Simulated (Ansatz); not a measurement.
# ZrSe2 (P-3m1) in Ansatz: notebook

Runs on ZrSe2. Level: PBEsol. Tasks: band structure.

All numbers are computed with Ansatz 0.2.0; they aren't measurements. Logs are shortened: lines on timing, memory, paths and dates and some standing lists are left out, and cuts for length are marked.

**The experiment to reproduce.**

“Stress-Tuned Optical Transitions in Layered 1T-MX2 (M= Hf, Zr, Sn; X= S, Se) Crystals”, 2022, arxiv:2210.12074 quotes, for a bulk crystal of ZrSe2: band gap 1.2 eV (indirect).

The runs below are set against these values where they give the same quantity.

## 1. Starting point

Symmetry: P-3m1, No. 164, trigonal system. The conventional cell has a = 3.798 Å, b = 3.798 Å, c = 6.192 Å, α = 90.00°, β = 90.00°, γ = 120.00°. Around Zr (site symmetry -3m) lie 6 Se at 2.68 Å. Se (site symmetry 3m) has 3 Zr at 2.68 Å as nearest neighbours.

## 2. Band structure, PBEsol

File input.yaml:

```yaml
crystal:
  lattice:
    - [3.798, 0.0, 0.0]
    - [-1.899, 3.2891644836, 0.0]
    - [0.0, 0.0, 6.192]
  atoms:
    - { symbol: Zr, position: [0.0, 0.0, 0.0] }
    - { symbol: Se, position: [0.6666666667, 0.3333333333, 0.75] }
    - { symbol: Se, position: [0.3333333333, 0.6666666667, 0.25] }
kpoints:
  mp_grid: { grid: [6, 6, 4] }
  band_path:
    path:
      - [0.0, 0.0, 0.0]
      - [0.5, 0.0, 0.0]
      - [0.3333333333, 0.3333333333, 0.0]
      - [0.0, 0.0, 0.0]
      - [0.0, 0.0, 0.5]
      - [0.5, 0.0, 0.5]
      - [0.3333333333, 0.3333333333, 0.5]
      - [0.0, 0.0, 0.5]
    npoints: 12
scf:
  occupations: { method: fermi_dirac, width: 0.05 }
hamiltonian:
  xc: pbesol
  pseudopotentials: { kind: all_electron, lapw: { basis_error: 0.002 } }
output:
  forces: true
  stress: true
  eigenvalues: true
```

Potentials or basis: all-electron LAPW, scalar-relativistic.

Launch:

```bash
ansatz run input.yaml --threads 2 --pin off --max-ram 8192MiB --backend cpu --events-out ev --progress --plain --runs-dir out
```

The log of the run:

```text
Warning: RAYON_NUM_THREADS=2 ignored (pool sized by the plan → 2); use --threads N
LAPW: plane waves up to 7.529 Å⁻¹, error target 2.0e-3 eV per atom; small_component_spin mean_spin; Se in spheres of 1.329 Å, 24 of its electrons in bands, Dirac shells []; Zr in spheres of 1.356 Å, 28 of its electrons in bands, Dirac shells [] (how accurate: hamiltonian.pseudopotentials.lapw.basis_error, Limitations)
Engine: ansatz 0.2.0, x86_64-unknown-linux-gnu
Pseudopotentials: kind: all_electron
Pseudopotential: Zr, LAPW, valence charge 28, lapw/all_electron/scalar/gaussian/Zr, Koelling and Harmon's equation, gaussian nucleus
Pseudopotential: Se, LAPW, valence charge 24, lapw/all_electron/scalar/gaussian/Se, Koelling and Harmon's equation, gaussian nucleus
Functional definition: PBEsol
  exchange = pbesol_x
  correlation = pbesol_c
Crystal: 3 atoms, lattice volume = 77.352 Å³
Basis set: ecut = 215.99121150321574 eV, 549 PW (Γ), exchange–correlation at level 2
Bands: 46, of which v1, the nominal top of the filled ones, is band 38 counted from 1 (37 counted from 0)
Symmetry: 12 space group operations
Space group: P-3m1 (ITA 164), of the structure as read, at distance tolerance 4.3e-5 Å
k-points: 24 of 144
Non-local potential: Zr, projectors of the file, none
Non-local potential: Se, projectors of the file, none
Initial density: superposition of atomic densities (chi_scale 0.1, normalization cell, long waves kept (reshape's long-wave potential 0.17 eV rms))
Initial wavefunctions: plane waves of lowest kinetic energy (no species holds an atomic orbital)
Functional: x = pbesol(κ = 0.804, μ = 0.12345679012345678), c = pbesol(β = 0.046)
iter 1 solved again at ethr=1.63e-3 eV; its pass at ethr=1.00e-1 eV (dr2=1.24e0 eV) is discarded
SCF iter   1: F=—  HF=-230037.994379 eV  |F-HF|=—  |Δ(HF+E_count)|=         —  Δρ=3.25e-2  dr2=1.24e0  ethr=1.63e-3  ⟨swp⟩=2.0  Hψ=6964  notcnv=0
preconditioner: auto → Resta (q_TF=auto, 2.720 Å⁻¹)  ε∞=3.9  [insulator: Δε(μ)=0.916 eV  Ē_g=9.937 eV  σ=0.050 eV  W_gap=1.00  n_scr=22 (ndim 8)  ℏωp=16.9 eV  f_vac=0.152  D(μ)=0.00/eV (n_scr^D=0)  ε∞_Penn≈3.9]
SCF iter   2: F=—  HF=-230037.605162 eV  |F-HF|=—  |Δ(HF+E_count)|=   3.89e-1  Δρ=1.43e-2  dr2=3.41e-1  ethr=1.63e-3  ⟨swp⟩=2.0  Hψ=3480  notcnv=0
SCF iter   3: F=—  HF=-230037.558711 eV  |F-HF|=—  |Δ(HF+E_count)|=   4.65e-2  Δρ=9.47e-3  dr2=1.08e-1  ethr=4.48e-4  ⟨swp⟩=2.1  Hψ=3466  notcnv=0
iter 4 solved again at ethr=6.28e-6 eV; its pass at ethr=1.43e-4 eV (dr2=4.77e-3 eV) is discarded
SCF iter   4: F=—  HF=-230037.542340 eV  |F-HF|=—  |Δ(HF+E_count)|=         —  Δρ=1.76e-3  dr2=4.77e-3  ethr=6.28e-6  ⟨swp⟩=2.0  Hψ=5547  notcnv=0
the basis was enlarged: its passes take 157.8 KiB over the memory plan, 2 of 2 planned eigensolver slots
SCF iter   5: F=—  HF=-230037.543661 eV  |F-HF|=—  |Δ(HF+E_count)|=   1.32e-3  Δρ=5.59e-4  dr2=4.26e-4  ethr=6.28e-6  ⟨swp⟩=2.0  Hψ=3295  notcnv=0
SCF iter   6: F=—  HF=-230037.543400 eV  |F-HF|=—  |Δ(HF+E_count)|=   2.61e-4  Δρ=2.77e-4  dr2=7.44e-5  ethr=5.60e-7  ⟨swp⟩=2.0  Hψ=3294  notcnv=0
SCF iter   7: F=—  HF=-230037.543474 eV  |F-HF|=—  |Δ(HF+E_count)|=   7.45e-5  Δρ=8.81e-5  dr2=1.09e-5  ethr=9.78e-8  ⟨swp⟩=3.0  Hψ=3385  notcnv=0
SCF iter   8: F=—  HF=-230037.543490 eV  |F-HF|=—  |Δ(HF+E_count)|=   1.55e-5  Δρ=2.18e-5  dr2=5.94e-7  ethr=1.43e-8  ⟨swp⟩=3.0  Hψ=3444  notcnv=0
SCF iter   9: F=-230037.543491 eV  HF=-230037.543491 eV  |F-HF|=1.15e-8  |Δ(HF+E_count)|=   9.77e-7  Δρ=6.52e-6  dr2=5.27e-8  ethr=7.82e-10  ⟨swp⟩=3.0  Hψ=3432  notcnv=0
SCF 1 converged in 9 iterations: F = -230037.543491 eV  dr2 = 5.27e-8
NSCF: frozen V_eff on 85 k-points
SCF converged after 9 iterations
Free energy (F): -230037.543491 eV
Harris-Foulkes:  -230037.543491 eV  (|F-HF|=1.15e-8)
Internal energy: -230037.542674 eV  (E = F + TS)
E sigma→0 (E₀):  -230037.543082 eV
Entropy (-TS):   -0.000817 eV (-0.272 meV/atom)
Fermi energy:    9.647567 eV
--- Per-component energies (eV) ---
  E_band       = -6712.967603
  E_kinetic    = 236367.105071
  E_xc         = -7755.115741
  E_electrostatic = -458649.532004  (all electrons and nuclei)
  E_smearing   = -0.000817  (= −TS)
  E_closure    = 0.000000  (closes the sum)
  E_atoms      = -230018.017893  (free atoms, spherical and without spin; not in F)
  Σ components = -230037.543491   (vs F -230037.543491, Δ=0.00e0)
  Basis errors (estimates in eV, not in F): energy 8.8e-4 per atom: plane waves 7.6e-4 (4.4e-4 summed), levels above the bands 5.7e-74, relativity 1.1e-7, radial functions 1.2e-4, core shells 1.6e-6; eigenvalues (radial functions only) 2.6e-6; not estimated: angular momenta, meshes, grids; target (lapw.basis_error) 2.0e-3; muffin-tin radii Se 1.329 Å, Zr 1.356 Å
--- Forces (eV/Å), atoms counted from 1 ---
  atom   1  Zr     0.00000000     0.00000000     0.00000000
  atom   2  Se     0.00000000     0.00000000    -0.07417402
  atom   3  Se    -0.00000000    -0.00000000     0.07417402
  max |Σ_I F_I| component: 1.05e-30 eV/Å
--- Stress (GPa, compression-positive) ---
       -1.711660      -0.000000       0.000000
        0.000000      -1.711660      -0.000000
        0.000000      -0.000000       0.114750
  P = ⅓ Tr σ = -1.1029 GPa (-11.029 kbar)
--- Band table (eV; the first three rows and the last of 24) ---
  k-point 0: bands = ["-302.6317", "-302.6317", "-302.6294", "-197.3236", "-197.3236", "-160.0711", "-160.0711", "-160.0701", "-160.0490", "-160.0490", "-136.9915", "-136.9915", "-136.9873", "-136.9873", "-136.9872", "-136.9872", "-39.8709", "-37.4322", "-37.4322", "-37.4320", "-37.4320", "-37.4268", "-37.4266", "-37.4237", "-37.4237", "-37.4235", "-37.4235", "-17.9549", "-17.8386", "-17.8386", "-3.7334", "-2.4668", "4.7779", "6.7650", "6.7650", "9.4519", "9.4519", "9.5010", "10.5089", "10.5089", "11.0326", "13.8339", "13.8339", "14.0773", "14.4344", "18.3876"]
  k-point 1: bands = ["-302.6317", "-302.6317", "-302.6294", "-197.3236", "-197.3236", "-160.0711", "-160.0711", "-160.0701", "-160.0490", "-160.0490", "-136.9915", "-136.9915", "-136.9873", "-136.9873", "-136.9873", "-136.9873", "-39.8709", "-37.4322", "-37.4322", "-37.4319", "-37.4319", "-37.4267", "-37.4266", "-37.4237", "-37.4237", "-37.4235", "-37.4235", "-17.9550", "-17.8386", "-17.8386", "-3.6248", "-2.6328", "5.2055", "6.7879", "6.7879", "8.4695", "9.3672", "9.3672", "10.4951", "10.4951", "11.3126", "14.0279", "14.0279", "14.6278", "14.9750", "18.4998"]
  k-point 2: bands = ["-302.6317", "-302.6317", "-302.6294", "-197.3236", "-197.3236", "-160.0711", "-160.0711", "-160.0701", "-160.0490", "-160.0490", "-136.9915", "-136.9915", "-136.9873", "-136.9873", "-136.9873", "-136.9873", "-39.8709", "-37.4322", "-37.4322", "-37.4319", "-37.4319", "-37.4267", "-37.4266", "-37.4237", "-37.4237", "-37.4235", "-37.4235", "-17.9552", "-17.8386", "-17.8386", "-3.4673", "-2.8454", "5.8972", "6.8118", "6.8118", "7.4070", "9.2854", "9.2854", "10.4808", "10.4808", "11.4095", "14.2346", "14.2346", "14.8787", "16.1300", "17.9952"]
  k-point 23: bands = ["-302.6317", "-302.6317", "-302.6294", "-197.3236", "-197.3236", "-160.0711", "-160.0711", "-160.0701", "-160.0490", "-160.0490", "-136.9915", "-136.9915", "-136.9873", "-136.9873", "-136.9873", "-136.9873", "-39.8601", "-37.4322", "-37.4321", "-37.4321", "-37.4287", "-37.4263", "-37.4263", "-37.4233", "-37.4233", "-37.4233", "-37.4232", "-17.9670", "-17.9670", "-17.9041", "-2.5303", "-2.5303", "5.7450", "5.7450", "6.1127", "7.1143", "7.4921", "7.4921", "11.2115", "11.6651", "11.6651", "14.3674", "14.3674", "16.9537", "16.9537", "17.0985"]
```

Run time: 7.5 s. Hardware: 2 threads of Intel Xeon 6975P-C (Granite Rapids), shared host; peak memory 0.36 GiB.

Results:

```
Free energy             : -230037.5435 eV
Pressure                : -1.1 GPa
Largest force           : 0.074 eV/Å
Band gap on the k mesh  : 0.32 eV, indirect (least direct gap 1.01 eV)
Band gap along the path : 0.31 eV, indirect (least direct gap 1.01 eV)
```

Forces in eV/Å, atoms in the order of the input:
```
Zr   0.000  0.000  0.000
Se   0.000  0.000 -0.074
Se   0.000  0.000  0.074
```

Stress tensor (GPa, compression positive):
```
-1.71  0.00  0.00
 0.00 -1.71  0.00
 0.00  0.00  0.11
```

Levels at the corners of the path, in eV from the valence-band top:
```tsv
point	band 34	band 35	band 36	band 37	band 38	band 39	band 40	band 41	band 42	band 43
Γ	-2.74	-2.74	-0.05	-0.05	-0.01	1.00	1.00	1.53	4.33	4.33
M	-2.97	-2.70	-2.52	-2.16	-1.37	0.51	2.48	2.81	4.81	5.07
K	-3.59	-3.59	-2.34	-2.34	-1.76	1.64	2.57	2.57	4.05	4.05
Γ	-2.74	-2.74	-0.05	-0.05	-0.01	1.00	1.00	1.53	4.33	4.33
A	-2.69	-2.69	-2.10	-0.22	-0.22	0.97	0.97	1.90	4.73	4.73
L	-3.63	-2.69	-2.54	-1.06	-0.99	0.31	2.47	2.80	4.48	4.87
H	-3.76	-3.39	-2.39	-2.01	-2.01	1.70	2.16	2.16	4.86	4.86
A	-2.69	-2.69	-2.10	-0.22	-0.22	0.97	0.97	1.90	4.73	4.73
```

Caveat: this functional lacks dispersion, which binds the layers, so the pressure and a relaxed spacing across them are unreliable.

## 3. Band structure, PBEsol, spin-orbit coupling, no magnetisation

Changes to input.yaml since step 2:

```diff
@@ -27,2 +27,5 @@
   pseudopotentials: { kind: all_electron, lapw: { basis_error: 0.002 } }
+magnetization:
+  noncollinear: true
+  spin_orbit: true
 output:
```

Potentials or basis: all-electron LAPW, relativistic spinors.

Launch:

```bash
ansatz run input.yaml --threads 2 --pin off --max-ram 8192MiB --backend cpu --events-out ev --progress --plain --runs-dir out
```

Run time: 69 s. Hardware: 2 threads of Intel Xeon 6975P-C (Granite Rapids), shared host; peak memory 0.68 GiB.

Results (log left out):

* Free energy: -230057.2156 eV
* Pressure: -1.1 GPa
* Largest force: 0.081 eV/Å
* Band gap on the k mesh: 0.18 eV, indirect (least direct gap 0.87 eV)
* Band gap along the path: 0.18 eV, indirect (least direct gap 0.87 eV)

Forces in eV/Å, atoms in the order of the input:
```
Zr   0.000  0.000  0.000
Se   0.000  0.000 -0.081
Se   0.000  0.000  0.081
```

Stress tensor (GPa, compression positive):
```
-1.73  0.00  0.00
 0.00 -1.73  0.00
 0.00  0.00  0.14
```

Levels at the corners of the path, in eV from the valence-band top:
| point | band 72 | band 73 | band 74 | band 75 | band 76 | band 77 | band 78 | band 79 | band 80 | band 81 |
| --- | --- | --- | --- | --- | --- | --- | --- | --- | --- | --- |
| Γ | -0.50 | -0.03 | -0.03 | 0.00 | 0.00 | 0.87 | 0.87 | 0.88 | 0.88 | 1.40 |
| M | -2.63 | -2.31 | -2.31 | -1.49 | -1.49 | 0.38 | 0.38 | 2.35 | 2.35 | 2.69 |
| K | -2.48 | -2.46 | -2.46 | -1.89 | -1.89 | 1.51 | 1.51 | 2.39 | 2.39 | 2.49 |
| Γ | -0.50 | -0.03 | -0.03 | 0.00 | 0.00 | 0.87 | 0.87 | 0.88 | 0.88 | 1.40 |
| A | -2.26 | -0.50 | -0.50 | -0.20 | -0.20 | 0.84 | 0.84 | 0.85 | 0.85 | 1.78 |
| L | -2.65 | -1.32 | -1.32 | -1.01 | -1.01 | 0.18 | 0.18 | 2.34 | 2.34 | 2.68 |
| H | -2.53 | -2.16 | -2.16 | -2.12 | -2.12 | 1.57 | 1.57 | 1.99 | 1.99 | 2.08 |
| A | -2.26 | -0.50 | -0.50 | -0.20 | -0.20 | 0.84 | 0.84 | 0.85 | 0.85 | 1.78 |

Caveat: this functional lacks dispersion, which binds the layers, so the pressure and a relaxed spacing across them are unreliable.

## 4. Band structure, PBEsol

Changes to input.yaml since step 3:

```diff
@@ -10,3 +10,3 @@
 kpoints:
-  mp_grid: { grid: [6, 6, 4] }
+  mp_grid: { grid: [8, 8, 5] }
   band_path:
@@ -21,3 +21,3 @@
       - [0.0, 0.0, 0.5]
-    npoints: 12
+    npoints: 10
 scf:
@@ -27,5 +27,2 @@
   pseudopotentials: { kind: all_electron, lapw: { basis_error: 0.002 } }
-magnetization:
-  noncollinear: true
-  spin_orbit: true
 output:
```

Potentials or basis: all-electron LAPW, scalar-relativistic.

Launch:

```bash
ansatz run input.yaml --threads 2 --pin off --max-ram 8192MiB --backend cpu --events-out ev --progress --plain --runs-dir out
```

Run time: 34 s. Hardware: 2 threads of Intel Xeon at 2.50GHz (Skylake/Cascade Lake), shared host; peak memory 0.42 GiB.

The run converged. Its results:

- Free energy: -230037.5586 eV
- Pressure: -1.2 GPa
- Largest force: 0.085 eV/Å
- Band gap on the k mesh: 0.36 eV, indirect (least direct gap 1.02 eV)
- Band gap along the path: 0.32 eV, indirect (least direct gap 1.02 eV)

Forces in eV/Å, atoms in the order of the input:
```
Zr   0.000  0.000  0.000
Se   0.000  0.000 -0.085
Se   0.000  0.000  0.085
```

Stress tensor (GPa, compression positive):
```
-1.87  0.00  0.00
 0.00 -1.87  0.00
 0.00  0.00  0.19
```

Levels at the corners of the path, in eV from the valence-band top:
| point | band 35 | band 36 | band 37 | band 38 | band 39 | band 40 | band 41 | band 42 |
| --- | --- | --- | --- | --- | --- | --- | --- | --- |
| Γ | -2.74 | -0.06 | -0.06 | -0.01 | 1.01 | 1.01 | 1.54 | 4.33 |
| M | -2.70 | -2.51 | -2.16 | -1.38 | 0.52 | 2.49 | 2.82 | 4.81 |
| K | -3.59 | -2.34 | -2.34 | -1.76 | 1.65 | 2.58 | 2.58 | 4.05 |
| Γ | -2.74 | -0.06 | -0.06 | -0.01 | 1.01 | 1.01 | 1.54 | 4.33 |
| A | -2.69 | -2.10 | -0.22 | -0.22 | 0.98 | 0.98 | 1.91 | 4.73 |
| L | -2.69 | -2.54 | -1.06 | -0.99 | 0.32 | 2.48 | 2.81 | 4.49 |
| H | -3.39 | -2.39 | -2.01 | -2.01 | 1.72 | 2.17 | 2.17 | 4.87 |
| A | -2.69 | -2.10 | -0.22 | -0.22 | 0.98 | 0.98 | 1.91 | 4.73 |

Caveat: this functional lacks dispersion, which binds the layers, so the pressure and a relaxed spacing across them are unreliable.

## 5. Overview

```csv
potentials or basis,spin,k mesh,cutoff (eV),gap on the mesh (eV),pressure (GPa),largest force (eV/Å)
"all-electron LAPW, scalar-relativistic",off,6 × 6 × 4,216,0.32,-1.1,0.07
"all-electron LAPW, relativistic spinors","SOC, no magnetisation",6 × 6 × 4,218,0.18,-1.1,0.08
"all-electron LAPW, scalar-relativistic",off,8 × 8 × 5,216,0.36,-1.2,0.08
```

Alike in all rows: task band structure; level PBEsol; cell as given; smearing fermi-dirac 0.05 eV; basis error allowed 0.002 eV/atom.

Caveats: this functional lacks dispersion, which binds the layers, so the pressure and a relaxed spacing across them are unreliable.

Compare energies only between runs with the same functional and basis.

## 6. Comparison with measurements

Step 2. Against the measured gap of ZrSe2, 1.2 eV (indirect; quoted in “Stress-Tuned Optical Transitions in Layered 1T-MX2 (M= Hf, Zr, Sn; X= S, Se) Crystals”, 2022, arxiv:2210.12074), the calculated 0.31 eV is off by -0.89 eV. Spin-orbit coupling on Se, Zr is left out. The value is that of PBEsol, without temperature or zero-point motion. Semilocal functionals fall short of measured gaps as a rule.

Step 3. Measured gap of ZrSe2: 1.2 eV (indirect; quoted in “Stress-Tuned Optical Transitions in Layered 1T-MX2 (M= Hf, Zr, Sn; X= S, Se) Crystals”, 2022, arxiv:2210.12074). This calculation gives 0.18 eV (-1.02 eV). So large a miss can be the level of theory's own, or it may mean another phase, state or a wrong row. The value is that of PBEsol, without temperature or zero-point motion. Semilocal functionals fall short of measured gaps as a rule.

Step 4. Against the measured gap of ZrSe2, 1.2 eV (indirect; quoted in “Stress-Tuned Optical Transitions in Layered 1T-MX2 (M= Hf, Zr, Sn; X= S, Se) Crystals”, 2022, arxiv:2210.12074), the calculated 0.32 eV is off by -0.88 eV. Spin-orbit coupling on Se, Zr is left out. The value is that of PBEsol, without temperature or zero-point motion. Semilocal functionals fall short of measured gaps as a rule.
